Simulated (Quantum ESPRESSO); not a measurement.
# CoSi2 (I4/mmm) in Quantum ESPRESSO: single point with PBE

Aim: the single point of CoSi2 with PBE.

All numbers are computed with Quantum ESPRESSO 7.5; they aren't measurements. Logs are shortened: lines on timing, memory, paths and dates and some standing lists are left out, and cuts for length are marked.

**1. The crystal as given**

It takes space group I4/mmm (No. 139, tetragonal). Conventional cell: a = 3.854 Å, b = 3.854 Å, c = 5.290 Å, α = 90.00°, β = 90.00°, γ = 90.00°. Co (site symmetry 4/mmm) has 8 Si at 2.34 Å as nearest neighbours. Around Si (site symmetry -4m2) lie 4 Co at 2.34 Å and 2 Si at 2.65 Å.

The cell was built by a generator and needn't be a form met in nature.

**2. Single point, PBE**

Input file pw.in:

```
&CONTROL
  calculation = 'scf'
  prefix = 'pwscf'
  outdir = './tmp'
  pseudo_dir = './pseudo'
  tprnfor = .true.
  tstress = .true.
  disk_io = 'nowf'
/
&SYSTEM
  ibrav = 0
  nat = 3
  ntyp = 2
  ecutwfc = 56
  ecutrho = 448
  nbnd = 19
  occupations = 'smearing'
  smearing = 'mp'
  degauss = 0.00734986
/
&ELECTRONS
  conv_thr = 6d-10
  electron_maxstep = 120
  mixing_beta = 0.5
/
ATOMIC_SPECIES
Co    58.9332 co_pbe_v1.2.uspp.F.UPF
Si    28.0850 si_pbe_v1.uspp.F.UPF
CELL_PARAMETERS angstrom
   0.0000000000    2.7253234300    2.6450093800
   2.7253234300    0.0000000000    2.6450093800
   2.7253234300    2.7253234300    0.0000000000
ATOMIC_POSITIONS crystal
Co     0.0000000000    0.0000000000    0.0000000000
Si     0.2500000000    0.2500000000    0.2500000000
Si     0.7500000000    0.7500000000    0.7500000000
K_POINTS automatic
16 16 16 0 0 0
```

Potentials or basis: GBRV 1.5 PBE.

The run is started by

```sh
$ OMP_NUM_THREADS=1 pw.x -in pw.in > pw.out
```

pw.out:

```text
This program is part of the open-source Quantum ESPRESSO suite
     for quantum simulation of materials; please cite
[... 9 lines left out ...]
     --------------------
     sticks:   dense  smooth     PW     G-vecs:    dense   smooth      PW
     Sum        1613     805    249                42533    15007    2597

     Using Slab Decomposition

     bravais-lattice index     =            0
     lattice parameter (alat)  =       7.1768  a.u.
     unit-cell volume          =     265.1490 (a.u.)^3
     number of atoms/cell      =            3
     number of atomic types    =            2
     number of electrons       =        25.00
     number of Kohn-Sham states=           19
     kinetic-energy cutoff     =      56.0000  Ry
     charge density cutoff     =     448.0000  Ry
     scf convergence threshold =      6.0E-10
     mixing beta               =       0.5000
     number of iterations used =            8  plain     mixing
     Exchange-correlation= SLA  PW   PBE  PBE
                           (   1   4   3   4   0   0   0)

     celldm(1)=   7.176846  celldm(2)=   0.000000  celldm(3)=   0.000000
     celldm(4)=   0.000000  celldm(5)=   0.000000  celldm(6)=   0.000000

     crystal axes: (cart. coord. in units of alat)
               a(1) = (   0.000000   0.717601   0.696454 )
               a(2) = (   0.717601   0.000000   0.696454 )
               a(3) = (   0.717601   0.717601   0.000000 )

     reciprocal axes: (cart. coord. in units 2 pi/alat)
               b(1) = ( -0.696766  0.696766  0.717922 )
               b(2) = (  0.696766 -0.696766  0.717922 )
               b(3) = (  0.696766  0.696766 -0.717922 )

     PseudoPot. # 1 for Co read from file:
     co_pbe_v1.2.uspp.F.UPF
     Pseudo is Ultrasoft + core correction, Zval = 17.0
     Generated by new atomic code, or converted to UPF format
     Using radial grid of  863 points,  6 beta functions with:
                l(1) =   0
                l(2) =   0
                l(3) =   1
                l(4) =   1
                l(5) =   2
                l(6) =   2
     Q(r) pseudized with  8 coefficients,  rinner =    1.200   1.200   1.200
                                                       1.200   1.200

     PseudoPot. # 2 for Si read from file:
     si_pbe_v1.uspp.F.UPF
     Pseudo is Ultrasoft + core correction, Zval =  4.0
     Generated by new atomic code, or converted to UPF format
     Using radial grid of  899 points,  6 beta functions with:
                l(1) =   0
                l(2) =   0
                l(3) =   1
                l(4) =   1
                l(5) =   2
                l(6) =   2
     Q(r) pseudized with  8 coefficients,  rinner =    0.900   0.900   0.900
                                                       0.900   0.900

     atomic species   valence    mass     pseudopotential
     Co               17.00    58.93320     Co( 1.00)
     Si                4.00    28.08500     Si( 1.00)

     16 Sym. Ops., with inversion, found

   Cartesian axes

     site n.     atom                  positions (alat units)
         1        Co     tau(   1) = (   0.0000000   0.0000000   0.0000000  )
         2        Si     tau(   2) = (   0.3588007   0.3588007   0.3482270  )
         3        Si     tau(   3) = (   1.0764021   1.0764021   1.0446810  )

     number of k points=   349  Methfessel-Paxton smearing, width (Ry)=  0.0073

     Number of k-points >= 100: set verbosity='high' to print them.

     Dense  grid:    42533 G-vectors     FFT dimensions: (  50,  50,  50)

     Smooth grid:    15007 G-vectors     FFT dimensions: (  36,  36,  36)

     Check: negative core charge=   -0.000010

     Initial potential from superposition of free atoms

     starting charge      23.9987, renormalised to      25.0000
     Starting wfcs are   21 randomized atomic wfcs

     Self-consistent Calculation

     iteration #  1     ecut=    56.00 Ry     beta= 0.50
     Davidson diagonalization with overlap
     ethr =  1.00E-02,  avg # of iterations =  4.3

     total energy              =    -307.61862493 Ry
     estimated scf accuracy    <      16.74206101 Ry

     iteration #  2     ecut=    56.00 Ry     beta= 0.50
     Davidson diagonalization with overlap
     ethr =  1.00E-02,  avg # of iterations =  3.0

     total energy              =    -317.16378082 Ry
     estimated scf accuracy    <      34.56688196 Ry

     iteration #  3     ecut=    56.00 Ry     beta= 0.50
     Davidson diagonalization with overlap
     ethr =  1.00E-02,  avg # of iterations =  2.0

     total energy              =    -317.71309319 Ry
     estimated scf accuracy    <       7.47353208 Ry

     iteration #  4     ecut=    56.00 Ry     beta= 0.50
     Davidson diagonalization with overlap
     ethr =  1.00E-02,  avg # of iterations =  1.7

     total energy              =    -317.96389057 Ry
     estimated scf accuracy    <       1.66003877 Ry

     iteration #  5     ecut=    56.00 Ry     beta= 0.50
     Davidson diagonalization with overlap
     ethr =  6.64E-03,  avg # of iterations =  1.0

     total energy              =    -317.52497986 Ry
     estimated scf accuracy    <       1.07287367 Ry

     iteration #  6     ecut=    56.00 Ry     beta= 0.50
     Davidson diagonalization with overlap
     ethr =  4.29E-03,  avg # of iterations =  1.8

     total energy              =    -317.85645109 Ry
     estimated scf accuracy    <       0.92445076 Ry

     iteration #  7     ecut=    56.00 Ry     beta= 0.50
     Davidson diagonalization with overlap
     ethr =  3.70E-03,  avg # of iterations =  1.0
[... 74 lines left out ...]
     iteration # 18     ecut=    56.00 Ry     beta= 0.50
     Davidson diagonalization with overlap
     ethr =  1.64E-08,  avg # of iterations =  1.0

     total energy              =    -317.78190243 Ry
     estimated scf accuracy    <       0.00000333 Ry

     iteration # 19     ecut=    56.00 Ry     beta= 0.50
     Davidson diagonalization with overlap
     ethr =  1.33E-08,  avg # of iterations =  1.1

     total energy              =    -317.78190266 Ry
     estimated scf accuracy    <       0.00000059 Ry

     iteration # 20     ecut=    56.00 Ry     beta= 0.50
     Davidson diagonalization with overlap
     ethr =  2.36E-09,  avg # of iterations =  2.0

     total energy              =    -317.78190276 Ry
     estimated scf accuracy    <          8.5E-09 Ry

     iteration # 21     ecut=    56.00 Ry     beta= 0.50
     Davidson diagonalization with overlap
     ethr =  3.38E-11,  avg # of iterations =  3.0

     total energy              =    -317.78190276 Ry
     estimated scf accuracy    <          6.1E-10 Ry

     iteration # 22     ecut=    56.00 Ry     beta= 0.50
     Davidson diagonalization with overlap
     ethr =  2.43E-12,  avg # of iterations =  3.7

     End of self-consistent calculation

     Number of k-points >= 100: set verbosity='high' to print the bands.

     the Fermi energy is    12.4165 ev

!    total energy              =    -317.78190276 Ry
     estimated scf accuracy    <          1.8E-11 Ry
     smearing contrib. (-TS)   =       0.00002750 Ry
     internal energy E=F+TS    =    -317.78193026 Ry

     The total energy is F=E-TS. E is the sum of the following terms:
     one-electron contribution =    -239.84964891 Ry
     hartree contribution      =     132.72517079 Ry
     xc contribution           =     -41.51871345 Ry
     ewald contribution        =    -169.13873869 Ry

     convergence has been achieved in  22 iterations

     Forces acting on atoms (cartesian axes, Ry/au):

     atom    1 type  1   force =     0.00000000    0.00000000   -0.00000000
     atom    2 type  2   force =     0.00000000    0.00000000    0.00000000
     atom    3 type  2   force =     0.00000000    0.00000000    0.00000000

     Total force =     0.000000     Total SCF correction =     0.000000

     Computing stress (Cartesian axis) and pressure

          total   stress  (Ry/bohr**3)                   (kbar)     P=      -35.83
  -0.00030382   0.00000000  -0.00000000          -44.69        0.00       -0.00
  -0.00000000  -0.00030382   0.00000000           -0.00      -44.69        0.00
  -0.00000000  -0.00000000  -0.00012305           -0.00       -0.00      -18.10

=------------------------------------------------------------------------------=
   JOB DONE.
=------------------------------------------------------------------------------=
```

Wall time 8.2 min (1 thread of Intel Xeon Platinum 8375C at 2.90GHz (Ice Lake), shared host); peak memory 0.37 GiB.

What came out:

```yaml
Free_energy: -4323.6430 eV
Pressure: -3.6 GPa
Band_gap_on_the_k_mesh: none (metal or under the smearing width)
```

Stress tensor (GPa, compression positive):
```
-4.47  0.00  0.00
 0.00 -4.47  0.00
 0.00  0.00 -1.81
```

Spin polarisation is off, so any magnetic state and its effect on volume and gap are missing.
